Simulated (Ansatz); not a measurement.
ZrS₂, space group P-3m1, a relaxation of cell and ions

Computed with Ansatz 0.2.0, Python API.

Notebook, run cell by cell (the value of a cell's last expression is shown):

In [1]:
```python
import warnings

import ansatz
from ase import Atoms
from ase.neighborlist import neighbor_list
import matplotlib.pyplot as plt
import numpy as np
```

In [2]:
```python
def edges_and_angles(cell):
    cell = np.asarray(cell)
    a, b, c = np.linalg.norm(cell, axis=1)
    cosines = cell[1] @ cell[2] / (b * c), cell[0] @ cell[2] / (a * c), cell[0] @ cell[1] / (a * b)
    return (a, b, c, *np.degrees(np.arccos(cosines)))

warnings.simplefilter("ignore", ansatz.DeckWarning)
```

In [3]:
```python
crystal = (
    ansatz.Lattice.from_parameters(3.691383, 3.691383, 6.041077, alpha=90, beta=90, gamma=120)
    .space_group(164)
    .atom("Zr", (0.0, 0.0, 0.0))
    .atom("S", (2 / 3, 1 / 3, 0.76209))
)
```

In [4]:
```python
[site.symbol for site in crystal.resolved().sites]
```
Out [4]:
```text
['Zr', 'S', 'S']
```

In [5]:
```python
model = crystal.calculation()
model = model.occupations(ansatz.OccupationsMethod.FIXED)
model = model.basis(510).kpoints(6, 6, 4)
model = model.functional("pbesol", dispersion="d3bj").relax(force_tolerance=0.01, cell=True)
steps = []
```

In [6]:
```python
def collect(event):
    if event["event"] == "relax_step":
        steps.append(event["data"])
```

In [7]:
```python
res = model.session().plan().execute(on_event=collect)
rep = res.report
```

In [8]:
```python
sorted(key for key in rep if key.endswith("_ev"))
```
Out [8]:
```text
['energy_sigma0_ev', 'entropy_ts_ev', 'fermi_energy_ev', 'free_energy_ev', 'gap_by_band_count_ev',
 'harris_foulkes_ev', 'internal_energy_ev', 'lagrangian_ev', 'lagrangian_sigma0_ev']
```

In [9]:
```python
rep["mixing_algorithm"], rep["preconditioner"], rep["eigensolver"]
```
Out [9]:
```text
('MSR1', 'Resta', 'band_cg')
```

In [10]:
```python
rep["kpoints_frac"][:4]
```
Out [10]:
```text
[[0.0, 0.0, 0.0], [0.0, 0.0, 0.25], [0.0, 0.0, -0.5], [0.0, 0.16666666666666666, 0.0]]
```

In [11]:
```python
for s in steps:
    flag = "" if s["accepted"] else "  (rejected)"
    print("step %2d  E = %.5f eV  largest force component = %.4f eV/A%s" % (s["step"], s["lagrangian_ev"], s["allowed_force_max_ev_ang"], flag))
```
```text
step  1  E = -5904.02553 eV  largest force component = 0.1449 eV/A
step  2  E = -5904.11793 eV  largest force component = 0.0101 eV/A
step  3  E = -5904.15844 eV  largest force component = 0.0855 eV/A
step  4  E = -5904.15986 eV  largest force component = 0.0182 eV/A
step  5  E = -5904.16007 eV  largest force component = 0.0049 eV/A
step  6  E = -5904.16012 eV  largest force component = 0.0000 eV/A
step  7  E = -5904.15993 eV  largest force component = 0.0001 eV/A
```

In [12]:
```python
first, last = steps[0], steps[-1]
symbols = [site.symbol for site in res.lattice.sites]
print(f"energy gained {first['lagrangian_ev'] - last['lagrangian_ev']:.4f} eV in {len(steps) - 1} steps")
for label, vectors in (("before", first["cell_ang"]), ("after", res.lattice.cell_ang)):
    print(label, "a b c (A) {:.4f} {:.4f} {:.4f}  angles {:.2f} {:.2f} {:.2f}".format(*edges_and_angles(vectors)), f" V = {abs(np.linalg.det(vectors)):.3f} A^3")
print("final stress xx yy zz (GPa, compression positive):", np.round(np.diag(rep["stress_gpa"]), 3) + 0.0)
```
```text
energy gained 0.1344 eV in 6 steps
before a b c (A) 3.6914 3.6914 6.0411  angles 90.00 90.00 120.00  V = 71.289 A^3
after a b c (A) 3.5842 3.5842 5.5341  angles 90.00 90.00 120.00  V = 61.570 A^3
final stress xx yy zz (GPa, compression positive): [-0.003 -0.003  0.004]
```

In [13]:
```python
fig, (top, bottom) = plt.subplots(2, 1, sharex=True, figsize=(4.5, 4))
top.plot([s["lagrangian_ev"] - last["lagrangian_ev"] for s in steps], "o-")
top.set_ylabel("E - E(final) (eV)")
bottom.semilogy([max(s["allowed_force_max_ev_ang"], 1e-6) for s in steps], "s-")
bottom.set(xlabel="step", ylabel="largest force (eV/A)")
fig.tight_layout()
fig.savefig("relax.png", dpi=100)
```

In [14]:
```python
final = Atoms(symbols, positions=last["positions_ang"], cell=res.lattice.cell_ang, pbc=True)
i, j, d = neighbor_list("ijd", final, 4.5)
print("neighbours within 1.15 times the shortest distance of each atom (A)")
for atom in range(len(final)):
    near = [m for m in np.argsort(d) if i[m] == atom]
    shell = [m for m in near if d[m] < 1.15 * d[near[0]]]
    print(f"{symbols[atom]}{atom} ({len(shell)}):", ", ".join(f"{symbols[j[m]]} {d[m]:.3f}" for m in shell))
```
```text
neighbours within 1.15 times the shortest distance of each atom (A)
Zr0 (6): S 2.534, S 2.534, S 2.534, S 2.534, S 2.534, S 2.534
S1 (3): Zr 2.534, Zr 2.534, Zr 2.534
S2 (3): Zr 2.534, Zr 2.534, Zr 2.534
```

In [15]:
```python
print(f"free energy      {rep['free_energy_ev']:.5f} eV")
print(f"per atom         {rep['free_energy_ev'] / len(res.lattice.sites):.5f} eV")
print(f"SCF iterations   {rep['n_iterations']}  (converged: {rep['converged']})")
```
```text
free energy      -5904.15993 eV
per atom         -1968.05331 eV
SCF iterations   5  (converged: True)
```

Caveats:
- Total energies depend on the potentials; only differences at equal settings carry meaning.
- Spin is left out of this run.
- Semilocal gaps usually lie well under measured ones.
- The Fermi level of a run with fixed occupations marks the highest occupied state on its mesh, not mid-gap.
- Energies along a relaxation are free energies. Rows at an unchanged volume are solved on a plane-wave basis chosen afresh for that cell, so the energy can jump there; the script counts such rows among its steps.
- This cell is a computed structure, which may not be the phase found in nature.
- Gaps and levels are Kohn-Sham values on a finite set of k-points, without spin-orbit coupling.
- Finished in 15 s on 1 thread of Arm Neoverse V1, with other jobs on the host, peak memory 0.5 GiB.
